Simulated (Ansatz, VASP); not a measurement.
## CdS (Hawleyite): VASP beside Ansatz

```
CELL_PARAMETERS angstrom
0.00000 2.96311 2.96311
2.96311 0.00000 2.96311
2.96311 2.96311 0.00000
ATOMIC_POSITIONS crystal
Cd 0.00000 0.00000 0.00000
S 0.25000 0.25000 0.25000
```

Alike in both runs: functional PBE; k mesh 6 × 6 × 6; no spin polarisation.

Ansatz relaxed the structure, and its values are those at the end. VASP's run is a single point on that final structure, the one shown.

|  | VASP | Ansatz |
| --- | --- | --- |
| version | VASP 6.6.1 | Ansatz 0.2.0 |
| potentials or method | VASP PAW PBE potentials, release 64 (Cd, S) | plane waves, PAW |
| plane-wave cutoff (eV) | 520 | 470 |
| occupations | gaussian, width 0.01 eV | fixed |
| valence electrons in the cell | 18 | 26 |

Ansatz gave:

```
gap on the k mesh at the Fermi level (eV) : 1.04
pressure (GPa)                            : 0.0
```

Task: Which values does VASP return?

Result: gap on the k mesh at the Fermi level (eV): 1.04; pressure (GPa): 0.3.

The two sets of potentials don't hold the same shells in valence.

PBE gaps usually lie below the measured ones, often by a third to a half.
